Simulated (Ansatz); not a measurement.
Set up this calculation in Ansatz 0.2.0, as the native input.

```yaml
Task: single point
Functional: PBEsol
Potentials_or_basis: all-electron LAPW, scalar-relativistic
Cutoff: 255 eV (chosen from the basis error)
Basis_error_allowed: 0.001 eV/atom
k_mesh: 5 × 5 × 5
Occupations: gaussian, width 0.05 eV
Spin: collinear spin, ferromagnetic start
Starting_moments: "[0.5, 0.0] μB"
Hubbard_terms: Pt d U = 7 eV
```

The system is TePt.

```
CELL_PARAMETERS angstrom
0.00000 3.24504 3.24504
3.24504 0.00000 3.24504
3.24504 3.24504 0.00000
ATOMIC_POSITIONS crystal
Pt 0.00000 0.00000 0.00000
Te 0.25000 0.25000 0.25000
```

Measurements of this composition are mostly on another form, of space group No. 166.

These files were run (other wordings do the same):

input.yaml

```yaml
crystal:
  lattice:
    - [0.0, 3.24504255, 3.24504255]
    - [3.24504255, 0.0, 3.24504255]
    - [3.24504255, 3.24504255, 0.0]
  atoms:
    - { symbol: Pt, position: [0.0, 0.0, 0.0], spin: 0.5 }
    - { symbol: Te, position: [0.25, 0.25, 0.25] }
kpoints:
  mp_grid: { grid: [5, 5, 5] }
scf:
  occupations: { method: gaussian, width: 0.05 }
hamiltonian:
  xc: pbesol
  pseudopotentials: { kind: all_electron, lapw: { basis_error: 0.001 } }
  hubbard:
    sites: [{ species: Pt, l: d, u_eff: 7 }]
    double_counting: fll
    projectors: ortho-atomic
magnetization:
  spin_polarized: true
output:
  forces: true
  stress: true
  eigenvalues: true
```

Potentials or basis: all-electron LAPW, scalar-relativistic.

Command:

```sh
$ ansatz run input.yaml --threads 1 --pin off --max-ram 3072MiB --backend cpu --events-out ev --progress --plain --runs-dir out
```

It gave:

| Property | Result |
| --- | --- |
| Pressure | -12.2 GPa |
| Band gap on the k mesh | none (metal or under the smearing width) |
| Net moment | 0.00 μB per cell |
| Absolute moment | 0.00 μB per cell |

Caveat: the k mesh is thin for a metal, which can move the energy by tens of meV per atom; U is the effective U less J, on atomic orbitals that reach past the spheres; the U is typed as a test and isn't derived for this compound; the starting moments weren't kept.

Wall time 39 s on 1 thread of Arm Neoverse V2, on a shared host, peak memory 0.38 GiB.
